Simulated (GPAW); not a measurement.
# CuO (Tenorite) (C2/c) in GPAW: single point with PBE

Aim: the single point of CuO (Tenorite) with PBE.

All numbers are computed with GPAW 26.7.0; they aren't measurements. Logs are shortened: lines on timing, memory, paths and dates and some standing lists are left out, and cuts for length are marked. The log counts tension as positive stress, the text compression.

**1. The undisturbed crystal**

Symmetry: C2/c, No. 15, monoclinic system. Conventional cell: a = 4.684 Å, b = 3.423 Å, c = 5.129 Å, α = 90.00°, β = 99.54°, γ = 90.00°. Cu (site symmetry -1) is surrounded by 4 O at 1.95 to 1.96 Å. Around O (site symmetry 2) lie 4 Cu at 1.95 to 1.96 Å.

**2. Single point, PBE (atoms moved at random, drawn with an rms of 0.05 Å)**

Contents of run.py:

```python
from ase.dft.bandgap import bandgap
from ase.io import read, write
from ase.units import GPa
from gpaw import GPAW, PW

atoms = read('POSCAR')

calc = GPAW(mode=PW(800),
            xc='PBE',
            kpts={'size': (10, 10, 5), 'gamma': True},
            occupations={'name': 'fermi-dirac', 'width': 0.05},
            nbands=33,
            convergence={'density': 1e-05, 'energy': 1e-05},
            maxiter=150,
            txt='gpaw.txt')
atoms.calc = calc
energy = atoms.get_potential_energy()
forces = atoms.get_forces()
stress = atoms.get_stress()
calc.write('gs.gpw')
write('result.traj', atoms)
print(f'Energy: {energy:.6f} eV')
print('Forces (eV/A):')
print(forces.round(4))
print('Stress (GPa):', (stress / GPa).round(3))
print('Fermi level:', round(calc.get_fermi_level(), 4), 'eV')
print(f'Gap: {bandgap(calc)[0]:.4f} eV, direct: {bandgap(calc, direct=True)[0]:.4f} eV')
```

Contents of POSCAR:

```
CuO
1.0
    2.3418500000     -1.7113000000      0.0000000000
    2.3418500000      1.7113000000      0.0000000000
   -0.8500274268      0.0000000000      5.0578693947
Cu O
2 2
Direct
    0.5063060000     -0.0089130000      0.5000460000
   -0.0030500000      0.5118650000      0.0077660000
    0.4125810000      0.5821750000      0.7543040000
    0.5793590000      0.4093460000      0.2516240000
```

Potentials or basis: GPAW PAW data sets (gpaw-data 1.2.1), pw.

Launch:

```
OMP_NUM_THREADS=1 python run.py
```

gpaw.txt:

```text
__  _  _
 | _ |_)|_||  |
 |__||  | ||/\| - 26.7.0

Input parameters:
  mode=PW(ecut=800.0),
  convergence={'density': 1e-05, 'energy': 1e-05},
  kpts=MonkhorstPack(size=(10, 10, 5), gamma=True),
  maxiter=150,
  nbands=33,
  occupations=Occupations(name='fermi-dirac', width=0.05),
  xc=XC(name='PBE')

Diagonalizing LCAO Hamiltonian
Converting LCAO to pw mode

          O

       Cu
           O
          Cu

Atoms  # Å, Bohr magnetons
|   | symbol |        x |         y |        z |    initial magnetic moments |
|---|--------|----------|-----------|----------|-----------------------------|
| 0 |     Cu | 0.739767 | -0.881694 | 2.529167 | ( 0.0000,  0.0000,  0.0000) |
| 1 |     Cu | 1.184967 |  0.881174 | 0.039279 | ( 0.0000,  0.0000,  0.0000) |
| 2 |      O | 1.688390 |  0.290226 | 3.815171 | ( 0.0000,  0.0000,  0.0000) |
| 3 |      O | 2.101512 | -0.290943 | 1.272681 | ( 0.0000,  0.0000,  0.0000) |

Unit cell  # Å
| periodic |         x |         y |        z |  lengths |    angles |
|----------|-----------|-----------|----------|----------|-----------|
|      yes |  2.341850 | -1.711300 | 0.000000 | 2.900484 | 97.690119 |
|      yes |  2.341850 |  1.711300 | 0.000000 | 2.900484 | 97.690119 |
|      yes | -0.850027 |  0.000000 | 5.057869 | 5.128800 | 72.314715 |

Number of symmetries: 1
Symmetry operations  # r_c * U_cc + t_c -> r_c
|   | kind |            matrix            |
|---|------|------------------------------|
| 0 |  E   |  1, 0, 0,  0, 1, 0,  0, 0, 1 |

BZ-sampling:
  Number of BZ points: 500
  Number of IBZ points: 252

  Monkhorst-Pack size: [10, 10, 5]
  Monkhorst-Pack shift: [0.05, 0.05, 0.0]

K-points  # in reciprocal-cell coordinates
|     |                                coordinates |     weight |
|-----|--------------------------------------------|------------|
|   0 | (  0.00000000,   0.00000000,   0.00000000) | 0.00200000 |
|   1 | (  0.00000000,   0.00000000,   0.20000000) | 0.00400000 |
|   2 | (  0.00000000,   0.00000000,   0.40000000) | 0.00400000 |
|   3 | (  0.00000000,   0.10000000,  -0.40000000) | 0.00400000 |
|   4 | (  0.00000000,   0.10000000,  -0.20000000) | 0.00400000 |
|   5 | (  0.00000000,   0.10000000,   0.00000000) | 0.00400000 |
|   6 | (  0.00000000,   0.10000000,   0.20000000) | 0.00400000 |
|   7 | (  0.00000000,   0.10000000,   0.40000000) | 0.00400000 |
|   8 | (  0.00000000,   0.20000000,  -0.40000000) | 0.00400000 |
|   9 | (  0.00000000,   0.20000000,  -0.20000000) | 0.00400000 |
| ... |                                            |            |
| 251 | (  0.50000000,   0.50000000,   0.40000000) | 0.00400000 |

Plane wave coefficients: 2099
Cutoff: 800.0 eV

Spin-components: 1 (collinear spins)
Bands:           33
Projectors:      22
Spin-degeneracy: 2
Datatype:        complex128

Parallelization:
  kpt:    1
  domain: 1
  band:   1

Density:
  Valence electrons: 34.0
  Components: 1
  Grid points: [20 20 35]
  Charge: 0.0  # |e|

Potential:
  Grid points: [20 20 35]

species:
  Cu:
    name:    Copper
    Z:       29.0
    valence: 11
    core:    18
    charge:  0.0  # [|e|]
    compensation charges:
      type: gauss
      rc: 0.33  # [Å]
      lmax: 2
    cutoffs:
      filter: 2.06  # [Å]
      core: 2.43  # [Å]
    projectors
    | kind |    occ | energy [eV] | rcut [Å] |
    |------|--------|-------------|----------|
    |   4s |  1.000 |      -4.609 |    1.164 |
    |   4p |  0.000 |      -0.698 |    1.164 |
    |   3d | 10.000 |      -5.039 |    1.058 |
    |    s |        |      22.603 |    1.164 |
    |    p |        |      26.513 |    1.164 |
    |    d |        |      22.172 |    1.058 |

    Using partial waves for Cu as LCAO basis

  O:
    name:    Oxygen
    Z:       8.0
    valence: 6
    core:    2
    charge:  0.0  # [|e|]
    compensation charges:
      type: gauss
      rc: 0.21  # [Å]
      lmax: 2
    cutoffs:
      filter: 1.17  # [Å]
      core: 0.83  # [Å]
    projectors
    | kind |    occ | energy [eV] | rcut [Å] |
    |------|--------|-------------|----------|
    |   2s |  2.000 |     -23.961 |    0.688 |
    |   2p |  4.000 |      -9.029 |    0.598 |
    |    s |        |       3.251 |    0.688 |
    |    p |        |      18.182 |    0.598 |
    |    d |        |       0.000 |    0.619 |

    Using partial waves for O as LCAO basis

Reference energy: -94124.608285  # eV

eigensolver:
  PPCG
  Converge bands: occupied
  niter=2

density mixing:
  MSR1-Mixer
  Pratt-step length: 0.05
  Maximum mixing coefficient: 0.75
  Old densities: 10
  SVD Regularization: 0.005
  Good broyden scale: 1.0
  Trust region scale: 1.0
  Backstep threshold: 4.0
  History deletion threshold: 6.0
  Fourier metric: weight=20.0, sigma=0.015

occupation numbers:
  Fermi-Dirac:
    width: 0.0500  # eV

poisson solver:
  ecut: 6400.0  # eV

xc functional:
  name: PBE with 2 nearest neighbor stencil

convergence criteria:
[... 6 lines left out ...]
|iter     | |      energy | eigst |  dens |
|---------|-|-------------|-------|-------|
|iter:   1| |  -25.847216 | +0.20 |       |
|iter:   2| |  -23.350090 | -1.83 | -0.89 |
|iter:   3| |  -20.811295 | -1.14 | -0.99 |
|iter:   4| |  -19.868983 | -2.34 | -1.20 |
|iter:   5| |  -19.814379 | -3.16 | -1.58 |
|iter:   6| |  -19.783634 | -3.19 | -1.72 |
|iter:   7| |  -19.776607 | -3.44 | -2.28 |
|iter:   8| |  -19.774564 | -4.29 | -2.63 |
|iter:   9| |  -19.774455 | -5.33 | -2.89 |
|iter:  10| |  -19.774450c| -6.23 | -3.35 |
|iter:  11| |  -19.774451c| -7.47c| -4.04 |
|iter:  12| |  -19.774450c| -8.38c| -4.65 |
|iter:  13| |  -19.774450c| -8.25c| -5.12c|

Converged in 13 steps
Energy contributions relative to reference atoms: (reference = -94124.608285)

Energy contributions:
  Kinetic:           2.130336
  Coulomb:          -7.385710
  Zero:              0.627881
  External:          0.000000
  Xc:              -15.137377
  Entropy:          -0.019162
  Spinorbit:         0.000000
  ----------------------------
  Free energy:     -19.784031
  Extrapolated:    -19.774450

dipole moment: (11.788485, -0.059363, -10.483494)  # |e|*Ang

Fermi level: 6.534
Eigenvalues  # (at kpt = [0.000, 0.000, 0.000])
| band index |      eig [eV] | occ [0-2] |
|------------|---------------|-----------|
|          0 |       -13.381 |     2.000 |
|        ... |               |           |
|          8 |         3.548 |     2.000 |
|          9 |         3.574 |     2.000 |
|         10 |         3.837 |     2.000 |
|         11 |         3.931 |     2.000 |
|         12 |         4.170 |     2.000 |
|         13 |         4.325 |     2.000 |
|         14 |         4.387 |     2.000 |
|         15 |         4.881 |     2.000 |
|         16 |         6.740 |     0.032 |
|         17 |         7.473 |     0.000 |
|         18 |         8.249 |     0.000 |
|         19 |        12.562 |     0.000 |
|         20 |        14.716 |     0.000 |
|         21 |        19.867 |     0.000 |
|         22 |        22.254 |     0.000 |
|         23 |        23.034 |     0.000 |
|        ... |               |           |
|         32 |        30.056 |     0.000 |

No gap
No difference between direct/indirect transitions

Forces  # eV/Ang
|        x |        y |        z |
|----------|----------|----------|
| -0.04042 |  0.14472 |  0.42610 |  # Cu   0
| -0.19618 |  0.04277 | -0.35586 |  # Cu   1
|  0.09147 | -0.31605 | -0.11959 |  # O    2
|  0.14501 |  0.12853 |  0.04945 |  # O    3

Stress tensor  # eV/Ang^3
|         x |         y |         z |
|-----------|-----------|-----------|
| -0.049520 |  0.001428 |  0.012503 |
|  0.001428 | -0.048812 |  0.003369 |
|  0.012503 |  0.003369 | -0.044662 |

# Writing to gs.gpw (mode='')
```

It took 3.2 min on 1 thread of Intel Xeon 6975P-C (Granite Rapids), shared host; peak memory 0.54 GiB.

What came out:

```
Free energy            : -19.7840 eV
Pressure               : 7.6 GPa
Largest force          : 0.452 eV/Å
Band gap on the k mesh : none (metal or under the smearing width)
```

Forces in eV/Å, atoms in the order of the input:
```
Cu  -0.040  0.145  0.426
Cu  -0.196  0.043 -0.356
O    0.091 -0.316 -0.120
O    0.145  0.129  0.049
```

Levels at points of the mesh, in eV from the Fermi level:
```csv
k point,band 14,band 15,band 16,band 17,band 18,band 19,band 20,band 21
"(0.00, 0.00, 0.00)",-2.21,-2.15,-1.65,0.21,0.94,1.72,6.03,8.18
"(0.00, 0.50, 0.00)",-1.60,-1.51,-1.41,-0.02,0.28,4.97,6.33,6.93
"(0.50, 0.00, 0.00)",-1.60,-1.50,-1.40,-0.02,0.24,4.88,6.33,6.99
"(0.50, 0.50, 0.00)",-2.11,-1.66,-1.22,-0.65,1.07,3.38,7.08,8.55
```

Caveat: with this Cu data set, volumes or pressures lay over 1.5 % or 2 GPa off other programs in two to four cells of ten; the run has no spin polarisation, though such a crystal can be magnetic; semilocal functionals often make such compounds metallic where correlation or magnetic order opens a gap, which also shifts bond lengths.
